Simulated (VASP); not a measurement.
Here is a VASP 6.6.1 calculation.

INCAR

```
SYSTEM = BN
  ALGO = Normal
  EDIFF = 1E-7
  ENCUT = 520
  GGA = PE
  ISIF = 2
  ISMEAR = -1
  LASPH = .True.
  LCHARG = .False.
  LREAL = .False.
  LWAVE = .False.
  NBANDS = 16
  NELM = 100
  PREC = Accurate
  SIGMA = 0.05
```

File KPOINTS:

```
k-points
0
Gamma
  12 12 4
  0 0 0
```

POSCAR

```
BN
1.0
    2.4982400000      0.0000000000      0.0000000000
   -1.2491200000      2.1635393048      0.0000000000
    0.0000000000      0.0000000000      6.6357000000
N B
2 2
Direct
    0.6597840000      0.3207180000      0.2517580000
    0.3332800000      0.6657180000      0.7497540000
    0.6788360000      0.3462950000      0.7518390000
    0.3365260000      0.6643780000      0.2477510000
```

Potentials or basis: VASP PAW PBE potentials, release 64 (N, B).

The run is started by

```sh
$ cat potpaw_PBE.64/N/POTCAR potpaw_PBE.64/B/POTCAR > POTCAR
$ mpirun -np 1 vasp_std > vasp.out
```

**Question.** Estimate the pressure.

**Answer.** 5.4 GPa.

**Question.** Estimate the band gap on the k mesh.

**Answer.** 4.22 eV, indirect (least direct gap 4.63 eV).

**Question.** What does it give for the largest force?

**Answer.** 1.379 eV/Å.

Stress tensor (GPa, compression positive):
```
7.14 0.16 0.02
0.16 6.41 0.04
0.02 0.04 2.78
```

A k mesh can miss the band edges.
